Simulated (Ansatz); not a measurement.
# KI: moving K off its site

KI, Fm-3m, a = 7.049 Å (as given, not relaxed at this level: -0.2 GPa). Ansatz: PBEsol, PAW, 420 eV, Γ-centred 6×6×6 mesh on 2 atoms, Gaussian smearing 0.05 eV; no spin polarisation.

```
K I
1.0
     0.00000    3.52455    3.52455
     3.52455    0.00000    3.52455
     3.52455    3.52455    0.00000
K I
1 1
Direct
  0.00000 0.00000 0.00000
  0.50000 0.50000 0.50000
```

Atom 1 (K) moves by x along the unit vector (0.707, -0.707, 0.000), with its periodic images; all else is held. y is the free energy of the cell over the start, F the force along the path summed over the moved atoms. Symmetry makes y even in x.

```tsv
x (Å)	y (meV)	F (eV/Å)
-0.3000	?	?
-0.1500	11.19	0.15
0.0000	0.00	0.00
0.0375	0.69	-0.04
0.0750	2.78	-0.07
0.1125	6.27	-0.11
0.1875	17.57	-0.19
0.2250	25.44	-0.23
0.2625	34.85	-0.27
```

Question: Fit y = c2 x² + c4 x⁴ to the energies of the other rows, give the force constant, and predict energy and force of the missing row.

Answer: Least squares on the rows shown. y = 493.36 x² + 180.25 x⁴. The force constant is 2 c2 = 0.987 eV/Å² (for all images moving together, not for a lone atom). With two atoms in a cubic cell this is the optical mode at Γ without the LO field: ω = 521.5 √(2 c2/μ) = 95 cm⁻¹ for μ = 29.89 u. The force −dy/dx at the missing row is 0.32 eV/Å (computed 0.32). At x = -0.3000 the fit asked for gives 45.86 meV. The run gave 45.86 meV, the same to the digits shown.